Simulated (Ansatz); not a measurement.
**Al5Cu: zone-centre modes**

Theory: DFT PBE, scalar-relativistic, plane waves, PAW (Ansatz 0.2.0). Plane waves to 420 eV; Γ-centred k mesh 16×16×4; Fermi-Dirac smearing of 0.15 eV. No spin polarisation. Phonons by linear response, acoustic sum rule imposed.

Equilibrium structure at this level:
```
Al Cu
1.0
     2.83838    0.00000    0.00000
     0.00000    2.83838    0.00000
     0.00000    0.00000   11.58480
Al Cu
5 1
Direct
  0.00000 0.00000 0.82461
  0.50000 0.50000 0.00000
  0.00000 0.00000 0.17539
  0.50000 0.50000 0.35451
  0.50000 0.50000 0.64549
  0.00000 0.00000 0.50000
```

The cell was found from a structure generator's guess, not taken from experiment. In a metal, frequencies depend on the k mesh and the smearing, soft modes most.

Optical modes at Γ:
| frequency (meV) | degeneracy |
| --- | --- |
| 8.6 | 2 |
| 12.9 | 2 |
| 17.8 | 1 |
| 20.4 | 2 |
| 21.5 | 2 |
| 23.3 | 1 |
| 24.3 | 2 |
| 29.6 | 1 |
| 34.2 | 1 |
| 37.9 | 1 |

All 15 optical modes at Γ are real: no displacement of atoms at fixed cell lowers the energy to second order. Strains and modes at other wave vectors aren't tested by this run.
